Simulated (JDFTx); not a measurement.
CdS (Hawleyite) under changes of volume

One of the cells (24.808 Å³/atom); the others are scaled copies at fixed shape and fractional positions:

```
CELL_PARAMETERS angstrom
0.00000 2.91650 2.91650
2.91650 0.00000 2.91650
2.91650 2.91650 0.00000
ATOMIC_POSITIONS crystal
Cd 0.00000 0.00000 0.00000
S 0.75000 0.75000 0.75000
```

```yaml
Program: JDFTx 1.7.0 (patched build)
Functional: r2SCAN
Potentials_or_basis: SG15-PBE-1.2 with smoothed tails
Cutoff: 1088 eV
Density_cutoff: 8708 eV
k_mesh: 6 × 6 × 6
Occupations: fermi-dirac, width 0.05 eV
Spin: no spin polarisation
```

```tsv
volume (Å³/atom)	energy over the lowest point (meV/atom)	pressure (GPa)	gap on the mesh (eV)
23.319	36.23	6.2	1.57
23.815	?	?	?
24.312	8.79	2.8	1.48
24.808	2.31	1.4	1.44
25.304	0.00	0.1	1.39
25.800	1.43	-1.0	1.35
26.296	6.22	-2.1	1.30
```

Question: What does the run at 23.815 Å³/atom give?

Answer: Energy over the lowest point 19.92 meV/atom; pressure 4.4 GPa; gap on the mesh 1.53 eV.

Worked out: A Birch-Murnaghan fit of order 3 (a polynomial in V^(-2/3)) to the other rows has its minimum at 25.35 Å³/atom with B0 = V·E''(V) = 61 GPa and B' = 4.5. It gives 19.93 meV/atom at 23.815 Å³/atom, against the run's 19.92, and -dE/dV = 4.4 GPa, against 4.4. A straight line through the other rows of the gap, of slope -2.23 eV per unit of ln V (its deformation potential), gives 1.53 eV, against the run's 1.53.

Energies are extrapolated to zero smearing.

Caveats: the potentials were made for another functional, which shifts forces and pressure.

Spin-orbit coupling on Cd is left out.
